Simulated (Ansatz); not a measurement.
# Bi2Te3: the cost of one run

Method: DFT PBE, scalar-relativistic, plane waves, PAW, in Ansatz 0.2.0.

4 further runs of the same task are left out: 4 set aside as unsound or not needed.

## 1. The system as given

The cell holds 20 atoms (Bi7Te12Yb): a = 8.898 Å, b = 8.898 Å, c = 11.844 Å, α = 67.94°, β = 67.94°, γ = 60.00°.

Structure file:

```
Yb Bi Te
1.0
     4.44887    7.70566    0.00000
    -4.44887    7.70566    0.00000
     0.00000    5.13711   10.67239
Yb Bi Te
1 7 12
Cartesian
  0.0000 10.2742 8.6189
  -2.2244 14.1271 8.6189
  2.2244 14.1271 8.6189
  0.0000 17.9799 8.6189
  0.0000 10.2742 2.0535
  2.2244 6.4214 2.0535
  -2.2244 6.4214 2.0535
  0.0000 2.5686 2.0535
  0.0000 5.1371 3.7720
  -2.2244 8.9899 3.7720
  2.2244 8.9899 3.7720
  0.0000 12.8428 3.7720
  2.2244 3.8528 0.0000
  0.0000 7.7057 0.0000
  4.4489 7.7057 0.0000
  -2.2244 3.8528 0.0000
  0.0000 15.4113 6.9004
  2.2244 11.5585 6.9004
  -2.2244 11.5585 6.9004
  0.0000 7.7057 6.9004
```

The host was relaxed before at PBE: a = 4.449 Å, b = 4.449 Å, c = 32.017 Å, α = 90.00°, β = 90.00°, γ = 120.00° (conventional cell), 36.587 Å³/atom.

Places, in fractions of the supercell: Yb in place of Bi at (0.397, 0.397, 0.808). The start keeps the symmetry of the ideal site.

## 2. Band edges of the host over the zone

File input.yaml:

```yaml
crystal:
  lattice:
    - [2.2244337311, 1.2842774134, 10.6723931452]
    - [-2.2244337311, 1.2842774134, 10.6723931452]
    - [0.0, -2.5685548268, 10.6723931452]
  atoms:
    - { symbol: Bi, position: [0.6025280685, 0.6025280685, 0.6025280685] }
    - { symbol: Bi, position: [0.3974719315, 0.3974719315, 0.3974719315] }
    - { symbol: Te, position: [0.7844771137, 0.7844771137, 0.7844771137] }
    - { symbol: Te, position: [0.0, 0.0, 0.0] }
    - { symbol: Te, position: [0.2155228863, 0.2155228863, 0.2155228863] }
basis:
  ecutwfc: 420
  xc_grid: 2
kpoints:
  mp_grid: { grid: [9, 9, 9] }
  band_path: { path: [VBM, CBM], npoints: 2 }
hamiltonian:
  xc: pbe
scf:
  occupations: { method: gaussian, width: 0.02 }
output:
  forces: true
  stress: true
  eigenvalues: true
```

Run with:

```console
$ ansatz run input.yaml --threads 8 --pin off --max-ram 14336MiB --backend cpu --events-out ev --progress --plain --runs-dir out
```

**Question.** How long does this run take on 8 threads of Arm Neoverse V1, shared host, and how much memory does it need?

About 11 s, with a peak of 1 GiB.
